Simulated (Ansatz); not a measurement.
# Mo in Ansatz: the effect of target pressure

Crystal: Mo.

```xyz
1
Lattice="2.8245 -0.0181 -0.0484 -1.4279 2.3175 0.0146 -0.0452 -0.0104 2.5373" Properties=species:S:1:pos:R:3 pbc="T T T"
Mo   -0.0226   -0.0052    1.2687
```

This isn't the form of Mo at room conditions, which is bcc.

The cell isn't the ideal one: cell sheared at random, sigma 0.01, atoms nudged by 0.01 Å.

Alike in all runs:

```yaml
Program: Ansatz 0.2.0
Task: relaxation of cell and atoms
Functional: PBEsol
Potentials_or_basis: Ansatz PAW
Cutoff: "420 eV (not typed: the program's choice for these potentials)"
k_mesh: 11 × 11 × 10
Occupations: fermi-dirac, width 0.05 eV
Spin: no spin polarisation
```

Each run relaxes the cell or the atoms first.

| target pressure | relaxed volume (Å³/atom) |
| --- | --- |
| 0 GPa | 15.34 |
| 2 GPa | 15.23 |
| 5 GPa | 15.08 |
| 10 GPa | ? |
| 20 GPa | 14.39 |
| 30 GPa | 14.00 |

What does the run with target pressure 10 GPa give?

Relaxed volume 14.83 Å³/atom.

Worked out: In Murnaghan's law V^(-B') rises as a straight line in P. The other rows fit best with B' = 3.1, V0 = 15.34 Å³/atom and B0 = 284 GPa, which gives 14.83 Å³/atom at 10 GPa, against the run's 14.83.

Caveats: the plane-wave basis is chosen anew once the cell has moved, so the energies of steps on either side of that aren't comparable; the PAW data sets come from PBE, with cores solved anew for the run's functional, which leaves a small shift of forces and pressure; the volume moved by over 15 % at a fixed basis, so the end points are rough (some runs).
